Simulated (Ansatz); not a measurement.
# Nb-93 nuclear quadrupole resonance in LiNbO3 under strain

Cell: a structure deposited in the COD, relaxed with PBE at fixed cell and then changed (z compressed by 3 %, ions relaxed).

```
CELL_PARAMETERS angstrom
2.56890 1.48316 4.36458
-2.56890 1.48316 4.36458
0.00000 -2.96631 4.36458
ATOMIC_POSITIONS crystal
Li 0.75000 0.75000 0.75000
Li 0.25000 0.25000 0.25000
Nb 0.50000 0.50000 0.50000
Nb 0.00000 0.00000 0.00000
O 0.61752 0.88248 0.25000
O 0.25000 0.61752 0.88248
O 0.88248 0.25000 0.61752
O 0.75000 0.38248 0.11752
O 0.38248 0.11752 0.75000
O 0.11752 0.75000 0.38248
```

Sites (sets of like atoms) are named by element and the number of their first atom in this list.

All values are calculated (Ansatz; DFT, PBE, plane waves and PAW, scalar-relativistic, 420 eV cutoff, Γ-centred 7×7×7 k-points, Fermi–Dirac smearing 0.02 eV), not measured.

Nb-93: I = 9/2, Q = -320.0 mb (year-2017 value). Static lattice, zero field.

**Question.** The simulated lines lie at 0.851, 1.70, 2.55, 3.40 MHz. What are |C_Q|, η and |V_zz| at Nb?

**Answer.** For I = 9/2 and η = 0 the lines are |C_Q|/24 times 1, 2, 3 and 4; η shifts the lowest up most. Here |C_Q| = 20.4 MHz, η = 0.00 and |V_zz| = 2.64 × 10²¹ V/m². The calculation gives V_zz positive; the lines don't show the sign. The site has 6 O at 1.96 Å.

An axis of threefold or higher order runs through Nb, so V_zz lies along it and η is zero.

This high-symmetry form of LiNbO3 is unstable when cold, to polar shifts of Li and Nb. The symmetry of the cell holds that distortion back, wholly or in part, and it would change the field gradients, the more the larger the distortion. Without spin–orbit coupling (the program notes it for Nb) the gradients are little affected as a rule: paired runs on crystals with a gap mostly move them by under 2 % at such atoms. At this changed cell the PBE pressure is 15 GPa.

The relaxation (4 steps) took 11 s of wall time (39 s of CPU time) and 0.55 GiB at its peak, on 4 threads of Arm Neoverse V1 (aarch64; 8 cores open to the job, memory cap 8.0 GiB, no GPU), a shared host with a load of 0.4 a core.
